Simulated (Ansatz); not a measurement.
# How much does Sc in Co(0001), 2x2 scatter?

How strong a scatterer is Sc in Co(0001), 2x2, and does relaxation matter?

Calculated with Ansatz 0.2.0; Ansatz plane-wave DFT, PBE, PAW files, collinear spin; ballistic transport by layer matching (Landauer), zero bias; PAW set soft_1.

## 1. The starting structure

The cell holds 64 atoms: 63 Co and 1 Sc. Cell: a = 5.011 Å, b = 5.011 Å, c = 32.714 Å, α = 90.0°, β = 90.0°, γ = 120.0°. It derives from Co. Regions: lead, 40 atoms (40 Co); scattering region, 24 atoms (23 Co and 1 Sc). The structure is stacked along c, and the current runs across the ab planes.

## 2. Transmission at ideal sites

The defect sits in one plane of the supercell, all atoms on ideal sites; the layers about the cell's end are the lead. The mesh across the current, 12×12, is finer than the density's, because channels open and close sharply across the zone. Energies from -0.1 to 0.1 eV in steps of 0.05 eV are too few for the program's thermal sum, so it prints no conductance; for a metal the transmission near the Fermi level serves, at a fraction of the cost.

input.yaml reads:

```yaml
crystal:
  lattice:
    - [5.0108, 0.0, 0.0]
    - [-2.5054, 4.3394800933, 0.0]
    - [0.0, 0.0, 32.7144]
  atoms:
    - { symbol: Co, position: [0.1666666667, 0.3333333333, 0.03125], spin: 2.0 }
    - { symbol: Co, position: [0.1666666667, 0.8333333333, 0.03125], spin: 2.0 }
    - { symbol: Co, position: [0.6666666667, 0.3333333333, 0.03125], spin: 2.0 }
    - { symbol: Co, position: [0.6666666667, 0.8333333333, 0.03125], spin: 2.0 }
    - { symbol: Co, position: [0.3333333333, 0.1666666667, 0.09375], spin: 2.0 }
    - { symbol: Co, position: [0.3333333333, 0.6666666667, 0.09375], spin: 2.0 }
    - { symbol: Co, position: [0.8333333333, 0.1666666667, 0.09375], spin: 2.0 }
    - { symbol: Co, position: [0.8333333333, 0.6666666667, 0.09375], spin: 2.0 }
    - { symbol: Co, position: [0.1666666667, 0.3333333333, 0.15625], spin: 2.0 }
    - { symbol: Co, position: [0.1666666667, 0.8333333333, 0.15625], spin: 2.0 }
    - { symbol: Co, position: [0.6666666667, 0.3333333333, 0.15625], spin: 2.0 }
    - { symbol: Co, position: [0.6666666667, 0.8333333333, 0.15625], spin: 2.0 }
    - { symbol: Co, position: [0.3333333333, 0.1666666667, 0.21875], spin: 2.0 }
    - { symbol: Co, position: [0.3333333333, 0.6666666667, 0.21875], spin: 2.0 }
    - { symbol: Co, position: [0.8333333333, 0.1666666667, 0.21875], spin: 2.0 }
    - { symbol: Co, position: [0.8333333333, 0.6666666667, 0.21875], spin: 2.0 }
    - { symbol: Co, position: [0.1666666667, 0.3333333333, 0.28125], spin: 2.0 }
    - { symbol: Co, position: [0.1666666667, 0.8333333333, 0.28125], spin: 2.0 }
    - { symbol: Co, position: [0.6666666667, 0.3333333333, 0.28125], spin: 2.0 }
    - { symbol: Co, position: [0.6666666667, 0.8333333333, 0.28125], spin: 2.0 }
    - { symbol: Co, position: [0.3333333333, 0.1666666667, 0.34375], spin: 2.0 }
    - { symbol: Co, position: [0.3333333333, 0.6666666667, 0.34375], spin: 2.0 }
    - { symbol: Co, position: [0.8333333333, 0.1666666667, 0.34375], spin: 2.0 }
    - { symbol: Co, position: [0.8333333333, 0.6666666667, 0.34375], spin: 2.0 }
    - { symbol: Co, position: [0.1666666667, 0.3333333333, 0.40625], spin: 2.0 }
    - { symbol: Co, position: [0.1666666667, 0.8333333333, 0.40625], spin: 2.0 }
    - { symbol: Co, position: [0.6666666667, 0.3333333333, 0.40625], spin: 2.0 }
    - { symbol: Co, position: [0.6666666667, 0.8333333333, 0.40625], spin: 2.0 }
    - { symbol: Co, position: [0.3333333333, 0.1666666667, 0.46875], spin: 2.0 }
    - { symbol: Co, position: [0.3333333333, 0.6666666667, 0.46875], spin: 2.0 }
    - { symbol: Co, position: [0.8333333333, 0.1666666667, 0.46875], spin: 2.0 }
    - { symbol: Co, position: [0.8333333333, 0.6666666667, 0.46875], spin: 2.0 }
    - { symbol: Sc, position: [0.1666666667, 0.3333333333, 0.53125] }
    - { symbol: Co, position: [0.1666666667, 0.8333333333, 0.53125], spin: 2.0 }
    - { symbol: Co, position: [0.6666666667, 0.3333333333, 0.53125], spin: 2.0 }
    - { symbol: Co, position: [0.6666666667, 0.8333333333, 0.53125], spin: 2.0 }
    - { symbol: Co, position: [0.3333333333, 0.1666666667, 0.59375], spin: 2.0 }
    - { symbol: Co, position: [0.3333333333, 0.6666666667, 0.59375], spin: 2.0 }
    - { symbol: Co, position: [0.8333333333, 0.1666666667, 0.59375], spin: 2.0 }
    - { symbol: Co, position: [0.8333333333, 0.6666666667, 0.59375], spin: 2.0 }
    - { symbol: Co, position: [0.1666666667, 0.3333333333, 0.65625], spin: 2.0 }
    - { symbol: Co, position: [0.1666666667, 0.8333333333, 0.65625], spin: 2.0 }
    - { symbol: Co, position: [0.6666666667, 0.3333333333, 0.65625], spin: 2.0 }
    - { symbol: Co, position: [0.6666666667, 0.8333333333, 0.65625], spin: 2.0 }
    - { symbol: Co, position: [0.3333333333, 0.1666666667, 0.71875], spin: 2.0 }
    - { symbol: Co, position: [0.3333333333, 0.6666666667, 0.71875], spin: 2.0 }
    - { symbol: Co, position: [0.8333333333, 0.1666666667, 0.71875], spin: 2.0 }
    - { symbol: Co, position: [0.8333333333, 0.6666666667, 0.71875], spin: 2.0 }
    - { symbol: Co, position: [0.1666666667, 0.3333333333, 0.78125], spin: 2.0 }
    - { symbol: Co, position: [0.1666666667, 0.8333333333, 0.78125], spin: 2.0 }
    - { symbol: Co, position: [0.6666666667, 0.3333333333, 0.78125], spin: 2.0 }
    - { symbol: Co, position: [0.6666666667, 0.8333333333, 0.78125], spin: 2.0 }
    - { symbol: Co, position: [0.3333333333, 0.1666666667, 0.84375], spin: 2.0 }
    - { symbol: Co, position: [0.3333333333, 0.6666666667, 0.84375], spin: 2.0 }
    - { symbol: Co, position: [0.8333333333, 0.1666666667, 0.84375], spin: 2.0 }
    - { symbol: Co, position: [0.8333333333, 0.6666666667, 0.84375], spin: 2.0 }
    - { symbol: Co, position: [0.1666666667, 0.3333333333, 0.90625], spin: 2.0 }
    - { symbol: Co, position: [0.1666666667, 0.8333333333, 0.90625], spin: 2.0 }
    - { symbol: Co, position: [0.6666666667, 0.3333333333, 0.90625], spin: 2.0 }
    - { symbol: Co, position: [0.6666666667, 0.8333333333, 0.90625], spin: 2.0 }
    - { symbol: Co, position: [0.3333333333, 0.1666666667, 0.96875], spin: 2.0 }
    - { symbol: Co, position: [0.3333333333, 0.6666666667, 0.96875], spin: 2.0 }
    - { symbol: Co, position: [0.8333333333, 0.1666666667, 0.96875], spin: 2.0 }
    - { symbol: Co, position: [0.8333333333, 0.6666666667, 0.96875], spin: 2.0 }
magnetization:
  spin_polarized: true
kpoints:
  mp_grid: { grid: [5, 5, 1] }
hamiltonian:
  xc: pbe
  pseudopotentials: { kind: paw, azcp: { folder: soft_1 } }
scf:
  occupations: { method: fermi_dirac, width: 0.1 }
output:
  transmission: { leads: [[0, 8]], kmesh: [12, 12], e_range: [-0.1, 0.1], de: 0.05 }
  write_potential: true
  write_density: true
  volumetric_format: npy
  elf: true
```

Run with:

```console
ansatz run input.yaml --threads 4 --pin off --max-ram 15360MiB --backend cpu --events-out ev --progress --plain --runs-dir out
```

Numbers of over 12 decimals in the logs are rounded to 6 here.

The program printed:

```text
Engine: ansatz 0.2.0, aarch64-unknown-linux-gnu
Pseudopotentials: kind: paw
Pseudopotential: Co, paw, valence charge 17, recommended cutoff 420 eV (normal), soft_1/Co.paw.azcp
Pseudopotential: Sc, paw, valence charge 11, recommended cutoff 420 eV (normal), soft_1/Sc.paw.azcp
Functional definition: PBE
  parameter kappa = 0.804
  parameter beta = 0.066725
  exchange = pbe_x(kappa = kappa, mu = beta*pi^2/3)
  correlation = pbe_c(beta = beta)
Crystal: 64 atoms, lattice volume = 711.351 Å³
Basis set: ecut = 420 eV, 14011 PW (Γ)
Bands: 725, of which v1, the nominal top of the filled ones, is band 541 counted from 1 (540 counted from 0)
Symmetry: 12 space group operations
Space group: P-6m2 (ITA 187), of the structure as read, at distance tolerance 8.9e-5 Å
Magnetic group: BNS 187.209 (UNI 1439), of the structure as read, at distance tolerance 8.9e-5 Å
k-points: 5 of 25 (time reversal used)
Non-local potential: Co, projectors of the file, l = 0: 3, l = 1: 2, l = 2: 3, l = 3: 1
Non-local potential: Sc, projectors of the file, l = 0: 3, l = 1: 2, l = 2: 3, l = 3: 1
PAW form: soft (Blöchl's): semilocal exchange-correlation on the pseudo side does not see the compensation charge
PAW one-centre angular grid: Co, 590 points (default); XC on 64 Gauss nodes
PAW one-centre angular grid: Sc, 590 points (default); XC on 64 Gauss nodes
Initial density: superposition of atomic densities (chi_scale 0.1, normalization cell, long waves of neutral atoms (reshape's long-wave potential 2.36 eV rms, cloud 2.96 Å wide))
Starting moments: Σ|m| = 126 μB on 63 of 64 sites
Initial wavefunctions: pseudopotential atomic-orbital guess
[...]
E_aug_tail   = -0.000987  (compensation charges beyond the density's cutoff)
  E_ewald      = -170249.261979
  E_smearing   = -1.974295  (= −TS)
  E_closure    = 0.000000  (closes the sum)
  Σ components = -325084.172638   (vs F -325084.172638, Δ=0.00e0)
--- Band table (eV; the first three rows and the last of 10) ---
  k-point 0 ↑: bands = [... 537 lower, 17.5213, 17.5221, 17.5262, 17.5262, 17.5292, 17.5332, 17.5332, 17.5378, ... 180 higher]
  k-point 1 ↑: bands = [... 537 lower, 17.3674, 17.3676, 17.3683, 17.3715, 17.3722, 17.3820, 17.3864, 17.3902, ... 180 higher]
  k-point 2 ↑: bands = [... 537 lower, 17.1005, 17.1062, 17.1120, 17.1210, 17.1376, 17.1466, 17.1609, 17.2174, ... 180 higher]
  k-point 4 ↓: bands = [... 537 lower, 18.9777, 18.9786, 19.0145, 19.0322, 19.0378, 19.0588, 19.0621, 19.0647, ... 180 higher]
--- Transmission ---
  basis      : 199 plane waves across, 42 finite elements along
  points     : 19, standing for a mesh of 12 x 12
  energies   : 5 from -0.100000 to 0.100000 eV about the Fermi level, 0.050000 eV apart; the leads are filled to 0.000000 eV, and channels, transmission and decay are at 0.000000 eV
  crystal 0  : Co8, at the sites [0, 8], period 4.0893 Å, over 30.67 Å; its Hamiltonian steps by up to 0.7 meV
    offset         : up to 0.0000 Å between an atom of the period and one for which it stands
    channels       : 2.333333e0 up, 4.923611e0 down
    conductance    : none, the energies end too early or step too widely for 300 K: set another output.transmission.e_range or a lower de, or, where they end at an eighth of basis.ecutwfc, a higher one
    slowest decay  : 0.1122 /Å at (0.0000, 0.0000)
  junction   : crystal 0 to crystal 0, 1.35 to 29.97 Å
    transmission   : 1.972248e0 up, 3.406665e0 down
    conductance    : none, the energies end too early or step too widely for 300 K: set another output.transmission.e_range or a lower de, or, where they end at an eighth of basis.ecutwfc, a higher one
[key lines of the parts left out:]
SCF converged after 21 iterations
Magnetization: 102.8127 μB (592.4064 up, 489.5936 down)
Free energy (F): -325084.172638 eV
Fermi energy:    18.214091 eV
```

Elapsed: 28 min, on 4 threads of Arm Neoverse V1, shared host; peak memory 6.8 GiB; 1.8 h of CPU time.

In the SCF lines HF is the Harris–Foulkes energy and dr2 the Hartree energy of the density residual, in eV; the loop may stop once dr2 is under the threshold and the program's other checks hold. Hψ counts applications of the Hamiltonian.

This step gave:

| Quantity | Value |
| --- | --- |
| free energy | -325084.1726 eV |
| energy at zero smearing | -325083.1855 eV |
| Fermi energy | 18.21 eV |
| magnetization | 102.8 μB |
| absolute magnetization | 113.6 μB |
| cell area | 21.74 Å² |
| transmission, spin up | 1.972 |
| transmission, spin down | 3.407 |
| open channels, spin up | 2.333 |
| open channels, spin down | 4.924 |
| step of the lead's potential | 0.7 meV |

Per spin. Table of transmission, zone mean by energy, zero at the Fermi level:

| energy (eV) | T up | T down |
| --- | --- | --- |
| -0.1000 | 1.92 | 3.35 |
| -0.0500 | 1.95 | 3.42 |
| 0.0000 | 1.97 | 3.41 |
| 0.0500 | 1.98 | 3.32 |
| 0.1000 | 1.98 | 3.56 |

Per spin. Open channels, zone mean against energy, zero at the Fermi level:

| energy (eV) | lead up | lead down |
| --- | --- | --- |
| -0.1000 | 2.33 | 5.12 |
| -0.0500 | 2.33 | 5.17 |
| 0.0000 | 2.33 | 4.92 |
| 0.0500 | 2.29 | 5.22 |
| 0.1000 | 2.29 | 5.26 |

Transmission over k1 and k2. At 0.0000 eV from the Fermi level, spin up.

Ten even steps from '0' (0.00) to '9' (2.78):
```
666886667997
766696667999
986666668999
789673769877
666633336666
666673037666
666663333666
777896737698
999986666668
799976669666
679976668866
667976667976
```
Columns: k1 (b1) from -0.5 to 0.417; rows upwards: k2 (b2) from -0.5 to 0.417.

Open channels over k1 and k2. At 0.0000 eV from the Fermi level, spin up.

Ten even steps from '_' (0.00) to '@' (3.00):
```
******@@@@******@@@@@@@@
@@******@@******@@@@@@@@
@@@@************@@@@@@@@
@@@@@@**@@--@@**@@@@@@@@
********--------********
********@@--__--@@******
**********--------******
@@@@@@@@@@**@@--@@**@@@@
@@@@@@@@@@************@@
@@@@@@@@@@******@@******
**@@@@@@@@******@@@@****
****@@@@@@******@@@@@@**
```
Columns: k1 (b1) from -0.5 to 0.417; rows upwards: k2 (b2) from -0.5 to 0.417.

Transmission over k1 and k2. At 0.0000 eV from the Fermi level, spin down.

Ten even steps from '_' (2.46) to '@' (8.39):
```
____........____::____::
__......__......____::__
__......____......______
__..____::--::____..__::
__....__--@@@@--__....__
____....::@@@@@@::....__
____....__--@@@@--__....
__::__..____::--::____..
________......____......
____::____......__......
__::____::____........__
________________________
```
Columns: k1 (b1) from -0.5 to 0.417; rows upwards: k2 (b2) from -0.5 to 0.417.

Open channels over k1 and k2. At 0.0000 eV from the Fermi level, spin down.

Ten even steps from '_' (3.0) to '@' (11.0):
```
__............__--....--
....::::::::::......++..
....::::::::::::........
....::::++++++::::....--
__..::::++@@@@++::::..__
....::::++@@@@@@++::::..
____..::::++@@@@++::::..
..--....::::++++++::::..
..........::::::::::::..
....++......::::::::::..
__--....--__............
..__......__..__......__
```
Columns: k1 (b1) from -0.5 to 0.417; rows upwards: k2 (b2) from -0.5 to 0.417.

Spin density in the ca plane at fractional y = 0.333, with atoms of Co and Sc within 0.2 Å of it.

Values in e/Å³, 7 rows by 16 columns, each cell a mean:
```
 0.0  0.0  0.0  0.1  0.0  0.0  0.0  0.1  0.0  0.0  0.0  0.1  0.0  0.0  0.0  0.1
 0.3  0.7  0.0  0.0  0.3  0.7  0.0  0.0  0.2  0.6  0.0  0.0  0.2  0.9  0.0  0.0
 0.7  1.6  0.0  0.0  0.6  1.7  0.0  0.0  0.4  1.4  0.0  0.0  0.4  1.9  0.0  0.0
 0.0  0.0  0.0  0.1  0.0  0.1  0.0  0.1  0.0  0.0  0.0  0.1  0.0  0.1  0.0  0.1
 0.0  0.1  0.0  0.1  0.0  0.1  0.0  0.1  0.0  0.0  0.0  0.1  0.0  0.1  0.0  0.1
 0.8  1.7  0.0  0.0  0.7  1.8  0.0  0.0 -0.1 -0.1  0.0  0.0  0.4  2.1  0.0  0.0
 0.2  0.5  0.0  0.0  0.2  0.5  0.0  0.0  0.0 -0.1  0.0  0.0  0.1  0.6  0.0  0.0
```
Columns run along c (16.0 Å, from fractional 0.26 to 0.74 of the cell), rows up along a (5.0 Å). Atoms in or near the plane, at fractional coordinates: Co at (0.28, 0.17), Co at (0.28, 0.67), Co at (0.41, 0.17), Co at (0.41, 0.67), Sc at (0.53, 0.17), Co at (0.53, 0.67), Co at (0.66, 0.17), Co at (0.66, 0.67).

Valence density in the ca plane at fractional y = 0.333, with atoms of Co and Sc within 0.2 Å of it. It is the smooth field of the valence electrons, not physical close to the nuclei.

Values in e/Å³, 7 rows by 16 columns, each cell a mean:
```
 0  0  1  1  0  0  1  1  0  0  1  1  0  0  0  1
 3  6  0  0  3  6  0  0  2  7  0  0  2  7  0  0
 6 13  0  0  5 14  0  0  4 15  0  0  3 16  0  0
 0  1  1  1  0  1  0  1  0  1  0  1  0  1  0  1
 1  1  1  1  1  1  0  1  1  1  0  1  1  1  0  1
 7 14  0  0  6 15  0  0  2  5  0  0  4 17  0  0
 2  4  0  0  2  4  0  0  1  3  0  0  1  5  0  0
```
Columns run along c (16.0 Å, from fractional 0.26 to 0.74 of the cell), rows up along a (5.0 Å). Atoms in or near the plane, at fractional coordinates: Co at (0.28, 0.17), Co at (0.28, 0.67), Co at (0.41, 0.17), Co at (0.41, 0.67), Sc at (0.53, 0.17), Co at (0.53, 0.67), Co at (0.66, 0.17), Co at (0.66, 0.67).

ELF in the ca plane at fractional y = 0.333, with atoms of Co and Sc within 0.2 Å of it. It is the smooth field of the valence electrons, not physical close to the nuclei.

Ten even steps from '0' (0.11) to '9' (0.74), each cell a mean:
```
22112211211221122112112100011111012212211111
21111211111211112111112211122111122111211111
11231121112112311211122123212111121232121111
13773133233127841232331268412322312585123223
13884133333137841233331269512333312695123333
11332121112113321211122134212211221242122112
21111211111211112111112212122111121111221111
22222211210222222112112100121121012212211121
21111211111211111211111035201111121111121111
12552122122124531222220576731322221453122112
13894133333138941243431740651443312696223334
12563132223125631222321575831322321464123223
21121121111211211211111156301111121121121111
```
Columns run along c (16.0 Å, from fractional 0.26 to 0.74 of the cell), rows up along a (5.0 Å). Atoms in or near the plane, at fractional coordinates: Co at (0.28, 0.17), Co at (0.28, 0.67), Co at (0.41, 0.17), Co at (0.41, 0.67), Sc at (0.53, 0.17), Co at (0.53, 0.67), Co at (0.66, 0.17), Co at (0.66, 0.67).

Nearest the Fermi level spin up passes 1.97 of 2.33 channels of the lower lead and spin down 3.41 of 4.92.

## 3. Resistance at ideal sites

This step: Ansatz plane-wave DFT, PBE, PAW files, collinear spin; ballistic transport by layer matching (Landauer), zero bias; area resistance of the defect plane and resistivity an atomic per cent; PAW set soft_1 (Ansatz 0.2.0).

Numbers from this step:

```
area resistance                                                                                 : 0.2445 fΩ m²
T over the leads' mean channel count                                                            : 0.7205
spin asymmetry γ                                                                                : 0.1270 (R down - R up) / (R down + R up)
resistivity per at.% scaled from this dense plane, with the factor 3/4 for isotropic scattering : 3.588 µΩ cm
```

Averaged over the energies near the Fermi level, 72.0 % of the channels pass, which makes 0.245 fΩ m².

By hand, with means over the energies near the Fermi level: RA per spin = A (h/e²)(1/T − ½[1/N₁ + 1/N₂]); spin up: 21.74×10⁻²⁰ m² × 25 813 Ω × (1/1.967 − ½[1/2.319 + 1/2.319]) = 0.434 fΩ m²; spin down: 21.74×10⁻²⁰ m² × 25 813 Ω × (1/3.382 − ½[1/5.104 + 1/5.104]) = 0.560 fΩ m². The spins conduct in parallel, so 1/RA = 1/0.434 + 1/0.560 and RA = 0.245 fΩ m²; γ = (0.560 − 0.434)/(0.560 + 0.434) = 0.13.

## 4. Results

| Item | Value |
| --- | --- |
| share of channels that pass, rigid | 0.720 |
| area resistance, rigid | 0.245 fΩ m² |
| resistivity per at.% from the area resistance, times 3/4, rigid | 3.59 µΩ cm |

What this shows: The plane of defects adds 0.24 fΩ m². Scaled to one atomic per cent that is 4.8 µΩ cm as it stands and 3.6 with the factor 3/4 for isotropic scattering on a spherical Fermi surface; with the reflection in place of the resistance taken as linear in the density it would be 2.6. These are rough estimates of the dilute value, not bounds. One Sc in each 2x2 cell reflects 28 % of the lead's channels. The defect scatters spin down more strongly (asymmetry 0.13). The defects form a dense periodic sheet that scatters coherently, unlike a dilute random alloy. T and N are means over the solved energies nearest the Fermi level. One magnetic start was tried, and the two spins conduct in parallel without mixing.

[Logs are printed without paths, hosts, clocks, repeated set-up lines and the standing remarks that a program may print on its own settings, such as how far it seeks lower states.]

[Hosts, paths, dates, database ids (printed as entryN), source tags and the programs' standing remarks are cut or masked in the printed files.]
